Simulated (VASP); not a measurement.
The system is Cu3Au (Auricupride).

```
CELL_PARAMETERS angstrom
3.74000 0.00000 0.00000
0.00000 3.74000 0.00000
0.00000 0.00000 3.74000
ATOMIC_POSITIONS crystal
Au 0.00000 0.00000 0.00000
Cu 0.50000 0.50000 0.00000
Cu 0.50000 0.00000 0.50000
Cu 0.00000 0.50000 0.50000
```

```yaml
Program: VASP 6.6.1
Task: relaxation of cell and atoms
Functional: PBE
Potentials_or_basis: VASP PAW PBE potentials, release 64 (Au, Cu)
Cutoff: 600 eV
k_mesh: 7 × 7 × 7
Occupations: fermi-dirac, width 0.05 eV
Spin: no spin polarisation
```

At the start: pressure 5.3 GPa; volume 13.08 Å³/atom.

Problem. Where does the relaxation end?

Solution. Over 3 steps the energy falls by 7.1 meV/atom and the volume is 13.53 Å³/atom (+3.5 %); space group Pm-3m (No. 221, to 0.05 Å).

The path:
```tsv
step	energy change (eV)	largest force (eV/Å)	pressure (GPa)	volume (Å³)
1	0.0000	0.0000	5.32	52.31
2	-0.0103	0.0000	-3.78	55.67
3	-0.0286	0.0000	0.08	54.13
```

Final structure:
```cif
data_structure
_symmetry_space_group_name_H-M 'P 1'
_symmetry_Int_Tables_number 1
_cell_length_a 3.7828
_cell_length_b 3.7828
_cell_length_c 3.7828
_cell_angle_alpha 90.000
_cell_angle_beta 90.000
_cell_angle_gamma 90.000
_cell_volume 54.13
loop_
_atom_site_label
_atom_site_type_symbol
_atom_site_fract_x
_atom_site_fract_y
_atom_site_fract_z
_atom_site_occupancy
Au1 Au 0.00000 0.00000 0.00000 1
Cu1 Cu 0.50000 0.50000 0.00000 1
Cu2 Cu 0.50000 0.00000 0.50000 1
Cu3 Cu 0.00000 0.50000 0.50000 1
```
